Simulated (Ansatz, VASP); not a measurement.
This is a calculation of C for Ansatz 0.2.0.

Contents of input.yaml:

```yaml
crystal:
  lattice:
    - [2.1060471041, -1.2159996156, 0.0]
    - [2.1060471041, 1.2159996156, 0.0]
    - [-1.3652789346, 0.0, 3.5028300786]
  atoms:
    - { symbol: C, position: [0.16664447, 0.16664447, 0.99990696] }
    - { symbol: C, position: [0.83335553, 0.83335553, 9.304e-05] }
hamiltonian:
  xc: pbe
  pseudopotentials: { kind: paw }
kpoints:
  mp_grid: { grid: [13, 13, 8] }
scf:
  occupations: { method: fermi_dirac, width: 0.05 }
output:
  forces: true
  stress: true
  eigenvalues: true
```

Potentials or basis: Ansatz PAW.

Run with:

```console
$ ansatz run input.yaml --threads 2 --pin off --max-ram 5632MiB --backend cpu --events-out ev --progress --plain --runs-dir out
```

Set up the same calculation for VASP 6.6.1. Potentials there: VASP PAW PBE potentials, release 64 (C).

As run (the cutoff follows the program's own potentials):

INCAR

```
ALGO = Fast
EDIFF = 1E-6
ENCUT = 520
GGA = PE
ISIF = 2
ISMEAR = -1
LASPH = T
LCHARG = F
LREAL = F
LWAVE = F
NBANDS = 11
NELM = 60
PREC = Accurate
SIGMA = 0.05
```

Contents of KPOINTS:

```
k-points
0
Gamma
  13 13 8
```

Contents of POSCAR:

```
C
1.0
    2.1060471041     -1.2159996156      0.0000000000
    2.1060471041      1.2159996156      0.0000000000
   -1.3652789346      0.0000000000      3.5028300786
C
2
Direct
    0.1666444700      0.1666444700      0.9999069600
    0.8333555300      0.8333555300      0.0000930400
```

Potentials or basis: VASP PAW PBE potentials, release 64 (C).

Command:

```console
$ cat potpaw_PBE.64/C/POTCAR > POTCAR
$ mpirun -np 1 vasp_std > vasp.out
```

Both were run:

|  | VASP | Ansatz | Ansatz less VASP |
| --- | --- | --- | --- |
| gap on the k mesh at the Fermi level (eV) | 0.98 | 0.98 | +0.001 |
| least direct gap on the mesh (eV) | 0.99 | 0.99 | 0.000 |
| pressure (GPa) | 12.8 | 12.4 | -0.44 |
| largest component of the traceless stress (GPa) | 10.73 | 10.20 | -0.539 |

With one functional, cell and mesh, what is left measures potentials, basis and numerics.

Caveats: this functional lacks dispersion, which binds the layers, so the pressure and a relaxed spacing across them are unreliable; an odd mesh through Γ misses points on the zone boundary, where band edges often lie (VASP); odd divisions of the mesh miss points on the zone boundary, where band edges often lie, so the gap on the mesh can be too wide (Ansatz); the pressure holds a Pulay correction of +0.5 GPa for the finite cutoff (Ansatz).
